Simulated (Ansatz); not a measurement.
Crystal: Ba.

```
Ba
1.0
    -2.50650    2.50650    2.50650
     2.50650   -2.50650    2.50650
     2.50650    2.50650   -2.50650
Ba
1
Direct
  0.00000 0.00000 0.00000
```

Base run:

* Program: Ansatz 0.2.0
* Functional: RPBE
* Potentials or basis: all-electron LAPW, scalar-relativistic
* Cutoff: 74 eV
* Density cutoff: 297 eV
* Basis error allowed: 0.001 eV/atom
* k mesh: 8 × 8 × 8
* Occupations: gaussian, width 0.1 eV
* Spin: no spin polarisation

Its results: band gap on the k mesh none (metal or under the smearing width); pressure 0.7 GPa.

Problem. The run is repeated on the same cell with these changes: functional from RPBE to PBE. What comes out?

Solution. Band gap on the k mesh none (metal or under the smearing width); pressure 0.0 GPa.

PBE binds more tightly than RPBE, so the same cell stands under less pressure.

Not every run made on this cell is shown here.
